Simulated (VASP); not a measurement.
BAs:

```
B As
1.0
    -3.18589    3.18589    3.18589
     3.18589   -3.18589    3.18589
     3.18589    3.18589   -3.18589
B As
4 4
Cartesian
  1.0106 1.0106 1.0106
  2.1753 2.1753 -2.1753
  2.1753 -2.1753 2.1753
  -2.1753 2.1753 2.1753
  2.1753 2.1753 2.1753
  1.0106 1.0106 -1.0106
  1.0106 -1.0106 1.0106
  -1.0106 1.0106 1.0106
```

The cell was built by a generator and needn't be a form met in nature.

```yaml
Program: VASP 6.6.1
Task: relaxation of cell and atoms
Functional: PBE
Potentials_or_basis: VASP PAW PBE potentials, release 64 (B, As)
Cutoff: 600 eV
k_mesh: 4 × 4 × 4
Occupations: gaussian, width 0.1 eV
Spin: no spin polarisation
```

At the start: pressure 15.2 GPa; volume 16.17 Å³/atom.

**Question.** Where does the relaxation end?

**Answer.** Over 11 steps the energy falls by 117.2 meV/atom and the volume is 18.01 Å³/atom (+11.4 %); space group I-43m (No. 217, to 0.05 Å).

Step by step:
```csv
step,energy change (eV),largest force (eV/Å),pressure (GPa),volume (Å³)
1,0.0000,2.8436,15.23,129.35
2,0.5896,3.3091,-7.91,160.30
3,-0.8643,0.8287,1.61,141.12
4,-0.8662,0.7652,1.98,140.67
5,-0.8663,0.7319,2.18,140.44
6,-0.9288,0.2063,-0.81,145.66
7,-0.9320,0.1300,-0.31,144.67
8,-0.9366,0.0850,-0.04,144.23
9,-0.9376,0.0595,0.17,143.91
10,-0.9377,0.0546,-0.12,144.22
11,-0.9379,0.0071,0.02,144.07
```

Final structure:
```
B As
1.0
    -3.30249    3.30249    3.30249
     3.30249   -3.30249    3.30249
     3.30249    3.30249   -3.30249
B As
4 4
Direct
  0.31664 0.31664 0.31664
  0.00000 0.00000 0.68336
  0.00000 0.68336 0.00000
  0.68336 0.00000 0.00000
  0.67215 0.67215 0.67215
  0.00000 0.00000 0.32785
  0.00000 0.32785 0.00000
  0.32785 0.00000 0.00000
```
